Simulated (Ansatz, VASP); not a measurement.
AlGa3N4 in VASP and in Ansatz

```
CELL_PARAMETERS angstrom
4.46534 0.00000 0.00000
0.00000 4.46534 0.00000
0.00000 0.00000 4.46534
ATOMIC_POSITIONS crystal
Al 0.00000 0.00000 0.00000
Ga 0.50000 0.50000 0.00000
Ga 0.50000 0.00000 0.50000
Ga 0.00000 0.50000 0.50000
N 0.75535 0.75535 0.24465
N 0.75535 0.24465 0.75535
N 0.24465 0.75535 0.75535
N 0.24465 0.24465 0.24465
```

Alike in both runs: functional r2SCAN; k mesh 6 × 6 × 6; occupations gaussian, width 0.02 eV; no spin polarisation.

Ansatz relaxed the structure, and its values are those at the end. VASP's run is a single point on that final structure, the one shown.

```csv
,VASP,Ansatz
version,VASP 6.6.1,Ansatz 0.2.0
potentials or method,"VASP PAW PBE potentials, release 64 (Al, Ga_d, N)","scalar-relativistic, plane waves, PAW"
plane-wave cutoff (eV),520,500
valence electrons in the cell,62,62
```

|  | VASP | Ansatz | Ansatz less VASP |
| --- | --- | --- | --- |
| gap on the k mesh at the Fermi level (eV) | 2.82 | 2.82 | -0.001 |
| least direct gap on the mesh (eV) | 2.82 | 2.82 | -0.001 |
| pressure (GPa) | 0.7 | 0.0 | -0.66 |
| rms of the force components (eV/Å) | 0.033 | 0.000 | -0.0325 |

Caveats: the PAW data sets were made with another functional, which shifts forces and pressure a little (VASP). r2SCAN opens gaps a little over a GGA but as a rule still falls short of measured ones.
